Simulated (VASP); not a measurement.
**HfN under changes of volume**

One of the cells (11.712 Å³/atom); the others are scaled copies at fixed shape and fractional positions:

```
Hf N
1.0
     0.00000    2.27094    2.27094
     2.27094    0.00000    2.27094
     2.27094    2.27094    0.00000
Hf N
1 1
Direct
  0.00000 0.00000 0.00000
  0.50000 0.50000 0.50000
```

* Program: VASP 6.6.1
* Functional: PBE
* Potentials or basis: VASP PAW PBE potentials, release 64 (Hf_pv, N)
* Cutoff: 520 eV
* k mesh: 10 × 10 × 10
* Occupations: fermi-dirac, width 0.05 eV
* Spin: no spin polarisation

```csv
volume (Å³/atom),energy over the lowest point (meV/atom),pressure (GPa)
10.793,?,?
11.023,32.23,17.0
11.252,12.61,10.3
11.712,0.00,-1.3
11.941,5.29,-6.2
12.171,17.27,-10.6
```

Problem. What does the run at 10.793 Å³/atom give?

Solution. Energy over the lowest point 62.07 meV/atom; pressure 24.5 GPa.

Worked out: A Birch-Murnaghan fit of order 3 (a polynomial in V^(-2/3)) to the other rows has its minimum at 11.66 Å³/atom with B0 = V·E''(V) = 270 GPa and B' = 4.5. It gives 62.26 meV/atom at 10.793 Å³/atom, against the run's 62.07, and -dE/dV = 24.8 GPa, against 24.5.

Energies are extrapolated to zero smearing.
